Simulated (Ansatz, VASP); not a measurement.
**C in VASP and in Ansatz**

```
C
1.0
     4.37158    0.00000    0.00000
    -2.18579    3.78590    0.00000
     0.00000    0.00000    1.28230
C
1
Direct
  0.00000 0.00000 0.00000
```

Alike in both runs: functional PBE; k mesh 18 × 18 × 42; occupations gaussian, width 0.1 eV; no spin polarisation.

Ansatz relaxed the structure, and its values are those at the end. VASP's run is a single point on that final structure, the one shown.

```csv
,VASP,Ansatz
version,VASP 6.6.1,Ansatz 0.2.0
potentials or method,"VASP PAW PBE potentials, release 64 (C)","scalar-relativistic, plane waves, PAW"
plane-wave cutoff (eV),520,420
valence electrons in the cell,4,4
```

```csv
,VASP,Ansatz,Ansatz less VASP
gap on the k mesh at the Fermi level (eV),none,none,-
pressure (GPa),-0.1,0.0,+0.10
```

A gap of «none» marks a metal or a gap that the smearing closes.
